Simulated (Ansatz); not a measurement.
Space group Fm-3m (No. 225). a = 6.376 Å, b = 6.376 Å, c = 6.376 Å, α = 90.00°, β = 90.00°, γ = 90.00°
| atom | site | symmetry | x | y | z |
| --- | --- | --- | --- | --- | --- |
| Cs | 4a | m-3m | 0.0000 | 0.0000 | 0.0000 |
| H | 4b | m-3m | 0.5000 | 0.0000 | 0.0000 |

Equation of state of this CsH structure (not necessarily the ground state), with shape and atoms relaxed at each volume where symmetry leaves them free. These are results of Ansatz, DFT r2SCAN, scalar-relativistic, plane waves, PAW, not measurements.

Settings: cutoff 500 eV, Γ-centred mesh 6×6×6 on the computed 2-atom cell, Gaussian smearing of 0.02 eV; no spin polarisation.

```
V (Å³/atom) E − E(largest V) (meV/atom) P (GPa) gap on mesh (eV)
     30.457                         1.04     0.69              2.61
     31.429                        -2.03     0.33              2.65
     32.401                        -3.05     0.01              2.68
     33.373                        -2.29    -0.26              2.71
     34.345                         0.00    -0.49              2.74
```

Task: Fit a third-order Birch–Murnaghan equation to E(V).

Result: V0 = 32.45 Å³/atom, B0 = 10 GPa, B0' = 3.8.

Spin-orbit coupling is left out, which matters for the bands of heavy elements.